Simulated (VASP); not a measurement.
# CsPbCl3 under changes of volume

One of the cells (37.827 Å³/atom); the others are scaled copies at fixed shape and fractional positions:

```
CELL_PARAMETERS angstrom
5.74016 0.00000 0.00000
0.00000 5.74016 0.00000
0.00000 0.00000 5.74016
ATOMIC_POSITIONS crystal
Pb 0.50000 0.50000 0.50000
Cs 0.00000 0.00000 0.00000
Cl 0.50000 0.00000 0.50000
Cl 0.00000 0.50000 0.50000
Cl 0.50000 0.50000 0.00000
```

- Program: VASP 6.6.1
- Functional: PBE
- Potentials or basis: VASP PAW PBE potentials, release 64 (Pb_d, Cs_sv, Cl)
- Cutoff: 520 eV
- k mesh: 4 × 4 × 4
- Occupations: gaussian, width 0.02 eV
- Spin: no spin polarisation

| volume (Å³/atom) | energy over the lowest point (meV/atom) | pressure (GPa) | gap on the mesh (eV) |
| --- | --- | --- | --- |
| 36.314 | 4.54 | 0.9 | 2.07 |
| 37.070 | 1.11 | 0.4 | 2.15 |
| 37.827 | 0.00 | 0.0 | 2.22 |
| 38.584 | ? | ? | ? |
| 39.340 | 3.78 | -0.8 | 2.35 |

What does the run at 38.584 Å³/atom give?

Energy over the lowest point 0.97 meV/atom; pressure -0.5 GPa; gap on the mesh 2.29 eV.

Worked out: A Birch-Murnaghan fit of order 2 (a polynomial in V^(-2/3)) to the other rows has its minimum at 37.85 Å³/atom with B0 = V·E''(V) = 22 GPa. It gives 0.95 meV/atom at 38.584 Å³/atom, against the run's 0.97, and -dE/dV = -0.4 GPa, against -0.5. A straight line through the other rows of the gap, of slope 3.48 eV per unit of ln V (its deformation potential), gives 2.29 eV, against the run's 2.29.

Energies are extrapolated to zero smearing.

Caveats: spin-orbit coupling is left out, which as a rule narrows the gap of such compounds by several tenths of an eV.

A mesh can miss the band edges.
